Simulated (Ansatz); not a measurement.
**Al3Cu: uniaxial strain along c**

Aim: apply uniaxial strain along c to Al3Cu from -3 to +3 %, where the lengths of a and b and the atoms relax, the angles are held, and follow energy, stress and any gap.

Method: DFT r2SCAN, scalar-relativistic, plane waves, PAW, in Ansatz 0.2.0.

2 further runs of the same task are left out: 2 set aside as unsound or not needed.

### Step 1. The system as given

It takes space group P4/mmm (No. 123, tetragonal). The conventional cell has a = 2.774 Å, b = 2.774 Å, c = 7.592 Å, α = 90.00°, β = 90.00°, γ = 90.00°. Al (site symmetry 4/mmm) is surrounded by 12 Al at 2.77 to 2.88 Å. Al (site symmetry 4mm) has 4 Cu at 2.59 Å and 8 Al at 2.77 to 2.88 Å as nearest neighbours. Around Cu (site symmetry 4/mmm) lie 8 Al at 2.59 Å and 4 Cu at 2.77 Å.

Coordinates:

```xyz
4
Lattice="2.7738 0.0000 0.0000 0.0000 2.7738 0.0000 0.0000 0.0000 7.5919" Properties=species:S:1:pos:R:3 pbc="T T T"
Al    0.0000    0.0000    3.7959
Al    1.3869    1.3869    1.6903
Al    1.3869    1.3869    5.9016
Cu    0.0000    0.0000    0.0000
```

It goes back to an entry of the Materials Project, which need not be the stable form.

This cell was relaxed beforehand with the same method: volume 14.60 Å³/atom, gap on the mesh none (metal).

### Step 2. Reference cell for the strains

File input.yaml:

```yaml
crystal:
  lattice:
    - [2.7737808638, 0.0, 0.0]
    - [0.0, 2.7737808638, 0.0]
    - [0.0, 0.0, 7.5918631133]
  atoms:
    - { symbol: Al, position: [0.0, 0.0, 0.5] }
    - { symbol: Al, position: [0.5, 0.5, 0.2226430006] }
    - { symbol: Al, position: [0.5, 0.5, 0.7773569994] }
    - { symbol: Cu, position: [0.0, 0.0, 0.0] }
basis:
  ecutwfc: 500
kpoints:
  mp_grid: { grid: [18, 18, 8] }
hamiltonian:
  xc: r2scan
scf:
  occupations: { method: gaussian, width: 0.1 }
output:
  forces: true
  stress: true
  eigenvalues: true
```

Run with:

```sh
$ ansatz run input.yaml --threads 1 --pin off --max-ram 2560MiB --backend cpu --events-out ev --progress --plain --runs-dir out
```

The session goes on with these runs: strain -1.0 %; At +1.0 %; At -2.0 %; the cell strained by +2.0 %; At -3.0 %; the cell strained by +3.0 %.

Q: Predict the outcome of this session. Wanted: (1/V) d²E/dε² at zero strain, cubic fit; strain of the free axis a per applied strain.

The runs gave:

| quantity | value |
| --- | --- |
| largest energy cost | 8.7 meV/atom at +3.0 % |
| (1/V) d²E/dε² at zero strain, cubic fit | 201 GPa |
| strain of the free axis a per applied strain | -0.17 |

The curvature of the energy, 201 GPa, is Young's modulus along c, angles held. Compression by 3 % costs 7.8 meV/atom and stretching 8.7. The free axis a moves against the applied strain (factor -0.17).
